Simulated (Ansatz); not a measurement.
# Sn (Immm) in Ansatz: band structure with PBEsol

Aim: the band structure of Sn with PBEsol.

Program: Ansatz 0.2.0. These are calculated values, not measurements. Logs are shortened: lines on timing, memory, paths and dates and some standing lists are left out, and cuts for length are marked.

## (1) The cell of the first run

It takes space group Immm (No. 71, orthorhombic). Conventional cell: a = 3.453 Å, b = 3.551 Å, c = 4.677 Å, α = 90.00°, β = 90.00°, γ = 90.00°. Sn (site symmetry mmm) has 12 Sn at 3.41 to 3.55 Å as nearest neighbours.

This isn't the form of Sn at room conditions, which is tetragonal (white tin).

## (2) Band structure, PBEsol, spin-orbit coupling, no magnetisation (the cell as VASP's run set it)

input.yaml reads:

```yaml
crystal:
  lattice:
    - [3.40607507, 0.0, 0.0]
    - [-0.1954333787, 3.4004636709, 0.0]
    - [-1.5549314011, -1.7478084209, 2.4756214258]
  atoms:
    - { symbol: Sn, position: [0.0, 0.0, 0.0] }
kpoints:
  mp_grid: { grid: [11, 11, 11] }
  band_path:
    path:
      - [0.0, 0.0, 0.0]
      - [-0.3862939989, 0.3862939989, 0.3862939989]
      - [-0.2804352522, 0.2804352522, 0.4921527456]
      - [0.0, 0.0, 0.5]
      - [0.25, 0.25, 0.25]
      - [0.0, 0.5, 0.0]
      - [0.3862939989, 0.6137060011, -0.3862939989]
      - [0.5, 0.5, -0.5]
    npoints: 8
scf:
  occupations: { method: methfessel_paxton, width: 0.1 }
hamiltonian:
  xc: pbesol
  pseudopotentials: { kind: all_electron, lapw: { basis_error: 0.001 } }
magnetization:
  noncollinear: true
  spin_orbit: true
output:
  forces: true
  stress: true
  eigenvalues: true
```

Potentials or basis: all-electron LAPW, relativistic spinors.

Command:

```console
$ ansatz run input.yaml --threads 1 --pin off --max-ram 3072MiB --backend cpu --events-out ev --progress --plain --runs-dir out
```

Output:

```text
Warning: RAYON_NUM_THREADS=1 ignored (pool sized by the plan → 1); use --threads N
LAPW: plane waves up to 6.375 Å⁻¹, error target 1.0e-3 eV per atom; Dirac's equation on spinors; Sn in spheres of 1.703 Å, 22 of its electrons in bands (how accurate: hamiltonian.pseudopotentials.lapw.basis_error, Limitations)
Engine: ansatz 0.2.0, x86_64-unknown-linux-gnu
Pseudopotentials: kind: all_electron
Pseudopotential: Sn, LAPW, valence charge 22, lapw/all_electron/dirac/gaussian/Sn, Dirac's equation, gaussian nucleus
Functional definition: PBEsol
  exchange = pbesol_x
  correlation = pbesol_c
non-collinear run that drives no moment, with spin-orbit: no starting moment large enough to seed its density (crystal.atoms[].spin), no starting occupations that ask for one, no magnetisation constraint and no magnetic field, so the semilocal B_xc is pinned to zero
Crystal: 1 atoms, lattice volume = 28.673 Å³
Basis set: ecut = 154.82821938056716 eV, 129 PW (Γ), exchange–correlation at level 2
Bands: 30, of which v1, the nominal top of the filled ones, is band 22 counted from 1 (21 counted from 0)
Symmetry: 8 space group operations + 8 with time reversal
Magnetic group: BNS 71.534 (UNI 632), of the structure as read, at distance tolerance 3.1e-5 Å
k-points: 216 of 1331
Non-local potential: Sn, projectors of the file, none
Initial density: superposition of atomic densities (chi_scale 0.1, normalization cell)
Initial wavefunctions: plane waves of lowest kinetic energy (no species holds an atomic orbital)
Functional: x = pbesol(κ = 0.804, μ = 0.12345679012345678), c = pbesol(β = 0.046)
iter 1 solved again at ethr=1.82e-5 eV; its pass at ethr=1.00e-1 eV (dr2=4.01e-3 eV) is discarded
SCF iter   1: F=—  HF=-168064.096082 eV  |F-HF|=—  |Δ(HF+E_count)|=         —  Δρ=4.37e-3  dr2=4.07e-3  dr2_m=0.00e0 (ungated)  ethr=1.82e-5  |M|=0.00e0 ∫|m|=0.00e0 μB  β_m=0.30  ⟨swp⟩=3.8  Hψ=46316  notcnv=0
preconditioner: auto → Kerker (q_TF=auto, 2.610 Å⁻¹)  [metal: Δε(μ)=0.021 eV  Ē_g=22.508 eV  σ=0.100 eV  W_gap=0.18  n_scr=12 (ndim 8)  ℏωp=25.9 eV  f_vac=0.000  D(μ)=0.39/eV (n_scr^D=0)]
spin=Noncollinear: Kerker preconditioning applied to the charge; magnetization (m_x, m_y, m_z) channels mix plain (no charge-response kernel on spin).
SCF iter   2: F=—  HF=-168064.085849 eV  |F-HF|=—  |Δ(HF+E_count)|=   1.02e-2  S|Δr|=    0.00e0  Δρ=3.31e-3  dr2=2.57e-3  dr2_m=0.00e0 (ungated)  ethr=1.82e-5  |M|=0.00e0 ∫|m|=0.00e0 μB  β_m=0.48  ⟨swp⟩=2.0  Hψ=18158  notcnv=0
SCF iter   3: F=—  HF=-168064.081916 eV  |F-HF|=—  |Δ(HF+E_count)|=   3.93e-3  S|Δr|=    0.00e0  Δρ=1.62e-3  dr2=7.96e-4  dr2_m=0.00e0 (ungated)  ethr=1.17e-5  |M|=0.00e0 ∫|m|=0.00e0 μB  β_m=0.57  ⟨swp⟩=2.0  Hψ=18158  notcnv=0
SCF iter   4: F=—  HF=-168064.081837 eV  |F-HF|=—  |Δ(HF+E_count)|=   7.82e-5  S|Δr|=    0.00e0  Δρ=7.73e-4  dr2=2.15e-4  dr2_m=0.00e0 (ungated)  ethr=3.62e-6  |M|=0.00e0 ∫|m|=0.00e0 μB  β_m=0.79  ⟨swp⟩=2.0  Hψ=18160  notcnv=0
iter 5 solved again at ethr=2.82e-8 eV; its pass at ethr=9.76e-7 eV (dr2=6.19e-6 eV) is discarded
SCF iter   5: F=—  HF=-168064.081871 eV  |F-HF|=—  |Δ(HF+E_count)|=   3.38e-5  S|Δr|=    0.00e0  Δρ=1.32e-4  dr2=6.19e-6  dr2_m=0.00e0 (ungated)  ethr=2.82e-8  |M|=0.00e0 ∫|m|=0.00e0 μB  β_m=0.86  ⟨swp⟩=2.0  Hψ=30700  notcnv=0
SCF iter   6: F=—  HF=-168064.081871 eV  |F-HF|=—  |Δ(HF+E_count)|=   3.19e-7  S|Δr|=    0.00e0  Δρ=3.70e-5  dr2=3.51e-7  dr2_m=0.00e0 (ungated)  ethr=2.81e-8  |M|=0.00e0 ∫|m|=0.00e0 μB  β_m=0.93  ⟨swp⟩=2.0  Hψ=18158  notcnv=0
SCF iter   7: F=-168064.081871 eV  HF=-168064.081871 eV  |F-HF|=2.91e-11  |Δ(HF+E_count)|=   5.25e-8  S|Δr|=    0.00e0  Δρ=8.79e-6  dr2=3.13e-8  dr2_m=0.00e0 (ungated)  ethr=1.59e-9  |M|=0.00e0 ∫|m|=0.00e0 μB  ⟨swp⟩=2.0  Hψ=18158  notcnv=0
SCF 1 converged in 7 iterations: F = -168064.081871 eV  dr2 = 3.13e-8
NSCF: frozen V_eff on 57 k-points
SCF converged after 7 iterations
Stability not checked: this state was not tested for a lower state beside it, because cold or Methfessel-Paxton smearing, or corrected tetrahedra, fill the levels in a way that the test cannot read (fill_not_monotonic; see scf.lower_state_search)
Magnetization: |M| = 0.0000 μB,  M = (+0.0000, +0.0000, +0.0000) μB
Absolute magnetization: 0.0000 μB (∫|m|)
  site 0: m = (+0.0000, +0.0000, +0.0000) μB, |m| = 0.0000 μB  (R = 1.70 Å)
Free energy (F): -168064.081871 eV
Harris-Foulkes:  -168064.081871 eV  (|F-HF|=2.91e-11)
Internal energy: -168064.082000 eV  (E = F + TS)
E sigma→0 (E₀):  -168064.081904 eV
Entropy (-TS):   0.000129 eV (0.129 meV/atom)
Fermi energy:    12.758700 eV
--- Per-component energies (eV) ---
  E_band       = -721.031445
  E_kinetic    = 176939.880958
  E_xc         = -4423.912177
  E_electrostatic = -340580.050781  (all electrons and nuclei)
  E_smearing   = 0.000129  (= −TS)
  E_closure    = 0.000000  (closes the sum)
  E_atoms      = -168059.882561  (free atoms, spherical and without spin; not in F)
  Σ components = -168064.081871   (vs F -168064.081871, Δ=0.00e0)
  Basis errors (estimates in eV, not in F): energy 2.0e-4 per atom: plane waves 2.0e-4 (1.0e-4 summed), levels above the bands 0.0e0, relativity 6.7e-8, radial functions 3.3e-6, core shells 6.1e-11; eigenvalues (radial functions only) 8.3e-6; not estimated: angular momenta, meshes, grids; target (lapw.basis_error) 1.0e-3; muffin-tin radii Sn 1.703 Å
--- Forces (eV/Å), atoms counted from 1 ---
  atom   1  Sn     0.00000000    -0.00000000     0.00000000
  max |Σ_I F_I| component: 1.97e-30 eV/Å
--- Stress (GPa, compression-positive) ---
       -3.536364       0.318159      -0.692157
        0.318159      -3.499793       0.653519
       -0.692157       0.653519      -3.783468
  P = ⅓ Tr σ = -3.6065 GPa (-36.065 kbar)
--- Band table (eV; the first three rows and the last of 216) ---
  k-point 0: bands = ["-116.4453", "-116.4453", "-77.5743", "-77.5743", "-69.9808", "-69.9808", "-69.9762", "-69.9762", "-9.2664", "-9.2664", "-9.2651", "-9.2651", "-8.2558", "-8.2558", "-8.2184", "-8.2184", "-8.2030", "-8.2030", "1.9961", "1.9961", "19.2365", "19.2365", "20.1810", "20.1810", "20.5487", "20.5487", "23.3721", "23.3721", "23.8801", "23.8801"]
  k-point 1: bands = ["-116.4453", "-116.4453", "-77.5744", "-77.5744", "-69.9810", "-69.9810", "-69.9763", "-69.9763", "-9.2644", "-9.2644", "-9.2612", "-9.2612", "-8.2514", "-8.2514", "-8.2157", "-8.2157", "-8.2007", "-8.2007", "2.2047", "2.2047", "18.4908", "18.4908", "19.2910", "19.2910", "19.6179", "19.6179", "22.0410", "22.0410", "24.5999", "24.5999"]
  k-point 2: bands = ["-116.4452", "-116.4452", "-77.5746", "-77.5746", "-69.9813", "-69.9813", "-69.9766", "-69.9766", "-9.2609", "-9.2609", "-9.2500", "-9.2500", "-8.2436", "-8.2436", "-8.2119", "-8.2119", "-8.1864", "-8.1864", "2.8308", "2.8308", "16.9708", "16.9708", "17.6610", "17.6610", "17.9941", "17.9941", "20.7077", "20.7077", "21.7774", "21.7774"]
  k-point 215: bands = ["-116.4451", "-116.4451", "-77.5753", "-77.5753", "-69.9823", "-69.9823", "-69.9783", "-69.9783", "-9.2457", "-9.2457", "-9.2182", "-9.2182", "-8.2290", "-8.2290", "-8.1976", "-8.1976", "-8.1072", "-8.1072", "8.3304", "8.3304", "9.7892", "9.7892", "13.5495", "13.5495", "14.1491", "14.1491", "17.5359", "17.5359", "19.3999", "19.3999"]
```

It took 2.9 min on 1 thread of Intel Xeon at 2.70GHz, shared host; peak memory 0.61 GiB.

Results:

```
Free energy             : -168064.0819 eV
Pressure                : -3.6 GPa
Band gap along the path : none (metal or under the smearing width)
```

Levels at the corners of the path, in eV from the Fermi level:
| point | band 20 | band 21 | band 22 | band 23 | band 24 | band 25 |
| --- | --- | --- | --- | --- | --- | --- |
| Γ | -10.76 | 6.48 | 6.48 | 7.42 | 7.42 | 7.79 |
| X | -4.56 | -2.35 | -2.35 | -1.19 | -1.19 | 1.94 |
| L | -4.52 | -1.83 | -1.83 | -1.40 | -1.40 | 0.03 |
| T | -5.21 | -3.58 | -3.58 | 1.96 | 1.96 | 2.53 |
| W | -4.83 | -1.84 | -1.84 | -1.46 | -1.46 | -0.32 |
| R | -6.59 | -4.34 | -4.34 | 4.71 | 4.71 | 5.77 |
| X1 | -4.56 | -2.35 | -2.35 | -1.19 | -1.19 | 1.94 |
| Z | -4.45 | -3.09 | -3.09 | 1.15 | 1.15 | 1.91 |
